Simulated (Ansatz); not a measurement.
# KCl (Fm-3m), an elastic constant from a strain scan

Computed with Ansatz 0.2.0, DFT PBE, scalar-relativistic, plane waves, PAW. The runs took a 420 eV cutoff, a Γ-centred 6×6×6 mesh and Gaussian smearing (0.05 eV). No spin polarisation. Energies are free energies at this smearing, counted from the undisturbed cell; pressure is positive in compression.

Reference structure (as given, not relaxed at this level; it stands at 0.6 GPa):

```
CELL_PARAMETERS angstrom
0.00000 3.15610 3.15610
3.15610 0.00000 3.15610
3.15610 3.15610 0.00000
ATOMIC_POSITIONS crystal
K 0.00000 0.00000 0.00000
Cl 0.50000 0.50000 0.50000
```

The cell is strained by ε times the Voigt pattern (1, 1, 0, 0, 0, 0) (xx, yy, zz, yz, xz, xy; engineering shear) with fractional coordinates fixed. The cell holds 2 atoms in V0 = 62.88 Å³. The stress column is τ = (1/V0) dE/dε, got from the stress tensor σ (compression positive) at each point as −det(1 + εP) σ : P(1 + εP)⁻¹, with P the pattern as a tensor.

```
      ε  ΔE (meV/atom)  τ (GPa)
-0.0600         58.793   -9.869
-0.0450         33.975   -7.076
-0.0300         16.693   -4.736
-0.0150          5.717   -2.781
 0.0000          0.000   -1.154
 0.0150         -1.352    0.192
 0.0300          0.898    1.300
 0.0450          6.103    2.206
 0.0525          9.638    2.592
 0.0600              ?        ?
```

Question: Which combination of elastic constants does this scan measure, and how large is it?

Answer: For small ε, τ = τ0 + Kε with K = pᵀCp, which for this pattern is 2(C11 + C12) in the cubic axes. The parabola through τ at ε = -0.0150, 0 and 0.0150 has slope K = 99 GPa at zero. The energies per cell, E = NΔE, of the same two points give K = 2[E(ε₊)/ε₊ − E(ε₋)/ε₋]/[(ε₊ − ε₋)V0] = 99 GPa, in agreement.

Question: Predict the withheld row at ε = 0.0600 from the harmonic law, and compare.

Answer: ΔE = V0(τ0 ε + Kε²/2)/N = 21.413 meV/atom and τ = 4.79 GPa. The calculation gives 13.712 meV/atom and 2.94 GPa: the energy lies 36 % below the harmonic value, as bonds soften when stretched.